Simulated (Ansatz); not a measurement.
The system is Na.

```
CELL_PARAMETERS angstrom
-1.88829 1.88829 2.63728
1.88829 -1.88829 2.63728
1.88829 1.88829 -2.63728
ATOMIC_POSITIONS crystal
Na 0.00000 0.00000 0.00000
```

This isn't the form of Na at room conditions, which is bcc.

```yaml
Program: Ansatz 0.2.0
Task: relaxation of cell and atoms
Functional: PBEsol
Dispersion: D3(BJ)
Potentials_or_basis: Ansatz PAW
Cutoff: "420 eV (not typed: the program's choice for these potentials)"
k_mesh: 10 × 10 × 10
Occupations: fermi-dirac, width 0.05 eV
Spin: no spin polarisation
```

At the start: volume 37.61 Å³/atom.

Where does the relaxation end?

It ends after 10 steps and the volume is 33.06 Å³/atom (-12.1 %); space group I4/mmm (No. 139, to 0.05 Å).

Step by step:
```
step  energy change (eV)  largest force (eV/Å)  volume (Å³)
   1              0.0000                0.0000        37.61
   2             -0.0045                0.0000        36.77
   3             -0.0141                0.0000        32.33
   4             -0.0146                0.0000        33.17
   5             -0.0147                0.0000        33.13
   6             -0.0147                0.0000        33.07
   7             -0.0149                0.0000        32.68
   8             -0.0150                0.0000        32.77
   9             -0.0151                0.0000        33.06
  10             -0.0150                0.0000        33.06
```

Final structure:
```
Na
1.0
    -1.83666    1.83666    2.45022
     1.83666   -1.83666    2.45022
     1.83666    1.83666   -2.45022
Na
1
Cartesian
  0.0000 0.0000 0.0000
```

Caveat: the plane-wave basis is chosen anew once the cell has moved, so the energies of steps on either side of that aren't comparable; pairwise dispersion overbinds metals, which lowers pressure and volume; the PAW data sets come from PBE, with cores solved anew for the run's functional, which leaves a small shift of forces and pressure.
